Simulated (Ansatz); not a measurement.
# From barrier to diffusion: H in TaN

These are results of DFT PBE, scalar-relativistic, plane waves, PAW in Ansatz 0.2.0, not measurements. (420 eV cutoff, 5×5×4 k-mesh, shifted by half a step, Gaussian smearing of 0.10 eV, no spin polarisation)

Host crystal, relaxed:

```yaml
crystal:
  lattice:
    - [2.91710, 0.00000, 0.00000]
    - [-1.45855, 2.52628, 0.00000]
    - [0.00000, 0.00000, 5.91485]
  atoms:
    - { symbol: Ta, position: [0.00000, 0.00000, 0.00000] }
    - { symbol: Ta, position: [0.00000, 0.00000, 0.50000] }
    - { symbol: N, position: [0.33333, 0.66667, 0.25000] }
    - { symbol: N, position: [0.66667, 0.33333, 0.75000] }
```

In a supercell of 16 host sites, interstitial H hops to an equivalent place, moving 1.70 Å. Climbing-image nudged elastic band at fixed cell; the order of the saddle wasn't checked, and the small cell leaves errors of about a tenth of an eV. Zero-point motion and tunnelling, which matter for H, are left out.

A cell with an odd number of electrons and no spin polarisation is a metal by construction and may be lower with spin. Spin-orbit coupling is left out, which matters for the bands and energies of heavy elements.

| image | path (Å) | E − E(0) (eV) |
| --- | --- | --- |
| 0 | 0.00 | 0.000 |
| 1 | 0.28 | 0.230 |
| 2 | 0.57 | 0.821 |
| 3 | 0.85 | 1.209 |
| 4 | 1.14 | 0.821 |
| 5 | 1.42 | 0.230 |
| 6 | 1.71 | 0.000 |

Task: What are the barriers forward and back, and what attempt frequency does the shape suggest?

Result: Forward 1.21 eV, back 1.21 eV, the ends being level. For a sinusoidal profile E_b sin²(πx/l), with the H atom alone moving, ν = (1/l)√(E_b/2m) = 4.5×10¹³ s⁻¹, within an order of magnitude of the customary 10¹³ s⁻¹; a true prefactor needs the vibrations at the minimum and at the saddle.

Task: With ν = 10¹³ s⁻¹, give the forward jump rate along this one path, the wait 1/k for that jump, the diffusivity D ≈ l²k and the distance √(Dt) covered in an hour at 300, 600 and 1000 K, taking the host as solid throughout.

Result: k = ν exp(−E_b/k_BT):
| T (K) | k (1/s) | wait (s) | D (cm²/s) | √(Dt) in 1 h (nm) |
| --- | --- | --- | --- | --- |
| 300 | 4.8×10⁻⁸ | 2.1×10⁷ | 1.4×10⁻²³ | 2.2×10⁻³ |
| 600 | 694 | 1.4×10⁻³ | 2.0×10⁻¹³ | 269 |
| 1000 | 8.0×10⁶ | 1.2×10⁻⁷ | 2.3×10⁻⁹ | 2.9×10⁴ |

D = l²k holds for six equivalent jumps in three dimensions (z l²k/6) and is a scale otherwise. Long-range transport needs a connected net of such jumps, and traps slow it. D is that of an interstitial already there. An error of 0.1 eV in the barrier changes k by a factor of 48 at 300 K and 3.2 at 1000 K.

Cost: 1 run of about 19 core-minutes, on Intel Xeon 6975P-C (Granite Rapids) (shared hosts).